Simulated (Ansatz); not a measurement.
**SrVO3 and the effect of the functional**

The cell as given:

```yaml
crystal:
  lattice:
    - [3.84090, 0.00000, 0.00000]
    - [0.00000, 3.84090, 0.00000]
    - [0.00000, 0.00000, 3.84090]
  atoms:
    - { symbol: Sr, position: [0.50000, 0.50000, 0.50000] }
    - { symbol: V, position: [0.00000, 0.00000, 0.00000] }
    - { symbol: O, position: [0.00000, 0.00000, 0.50000] }
    - { symbol: O, position: [0.00000, 0.50000, 0.00000] }
    - { symbol: O, position: [0.50000, 0.00000, 0.00000] }
```

The cell comes from a database or a generator and needn't be the form met in nature.

Kept alike: task relaxation of cell and atoms; k mesh 5 × 5 × 5; occupations fermi-dirac, width 0.05 eV; collinear spin, ferromagnetic start. Program: Ansatz, Ansatz PAW, cutoff 420 eV. The mesh is that of the run's cell of 5 atoms. No spin-orbit coupling.

| functional | volume (Å³/atom) |
| --- | --- |
| BLYP | 11.905 |
| RPBE | 11.862 |
| revPBE | 11.772 |

The relaxations keep at least the cell's symmetry (Pm-3m). For a metal such a mesh leaves the last digits unconverged. Relaxations stop with a little pressure left, so the last digits of a volume or edge aren't settled. Ansatz's relaxations hold a Pulay term in the stress (up to 0.7 GPa here). The runs hold the magnetic state that their start led to, which needn't be the lowest. All rows use potentials made for PBE.

Problem. What does the functional change here?

Solution. The volume runs from 11.772 (revPBE) to 11.905 Å³/atom (BLYP).
